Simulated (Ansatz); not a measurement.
Crystal: MoS2.

```xyz
6
Lattice="3.1690 0.0000 0.0000 -1.5845 2.7444 0.0000 0.0000 0.0000 12.3240" Properties=species:S:1:pos:R:3 pbc="T T T"
Mo    1.5845    0.9148    9.2430
Mo    0.0000    1.8296    3.0810
S     1.5845    0.9148    4.6461
S     0.0000    1.8296   10.8081
S     1.5845    0.9148    1.5159
S     0.0000    1.8296    7.6779
```

Base run:

- Program: Ansatz 0.2.0
- Functional: PBE
- Potentials or basis: Ansatz PAW
- Cutoff: 420 eV (not typed: the program's choice for these potentials)
- k mesh: 10 × 10 × 3
- Occupations: fermi-dirac, width 0.05 eV
- Spin: no spin polarisation

Its results: band gap on the k mesh 0.93 eV, indirect (least direct gap 1.87 eV); pressure 2.0 GPa; largest force 0.065 eV/Å.

Q: The run is repeated on the same cell with these changes: functional from PBE to r2SCAN; cutoff from 420 eV (not typed: the program's choice for these potentials) to 500 eV (not typed: the program's choice for these potentials). What comes out?

A: Band gap on the k mesh 1.03 eV, indirect (least direct gap 1.98 eV); pressure 0.8 GPa; largest force 0.244 eV/Å.

r2SCAN gives the wider gap, since meta-GGAs in the generalised Kohn-Sham scheme recover part of the derivative discontinuity.

Caveats: this functional lacks dispersion, which binds the layers, so the pressure and a relaxed spacing across them are unreliable (some runs); the PAW data sets come from PBE, with cores solved anew for the run's functional, which leaves a small shift of forces and pressure (some runs).

A k mesh can miss the band edges.
